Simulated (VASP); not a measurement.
Here is a VASP 6.6.1 calculation.

INCAR

```
  PREC = Accurate
  ENCUT = 900
  EDIFF = 1E-6
  ISMEAR = 0
  SIGMA = 0.1
  LREAL = F
  LASPH = T
  NELM = 120
  ALGO = Normal
  ISIF = 2
  LWAVE = F
  LCHARG = F
  ISPIN = 2
  MAGMOM = 0 0 1
  LORBIT = 11
  LMAXMIX = 4
  GGA = PS
```

The input KPOINTS:

```
Automatic mesh
0
Gamma
  14 14 14
```

Contents of POSCAR:

```
Si2Ni
1.0
    0.0000000000      2.6962300000      2.6962300000
    2.6962300000      0.0000000000      2.6962300000
    2.6962300000      2.6962300000      0.0000000000
Si Ni
2 1
Direct
    0.2500000000      0.2500000000      0.2500000000
    0.7500000000      0.7500000000      0.7500000000
    0.0000000000      0.0000000000      0.0000000000
```

Potentials or basis: VASP PAW PBE potentials, release 64 (Si, Ni).

Launch:

```sh
$ cat potpaw_PBE.64/Si/POTCAR potpaw_PBE.64/Ni/POTCAR > POTCAR
$ mpirun -np 1 vasp_std > vasp.out
```

(1) Predict the pressure.

(2) Estimate the band gap on the k mesh.

(3) Predict the net moment.

Answers

(1) 0.2 GPa.

(2) none (metal or under the smearing width).

(3) 0.00 μB per cell.

Caveat: the PAW data sets were made with another functional, which shifts forces and pressure a little.
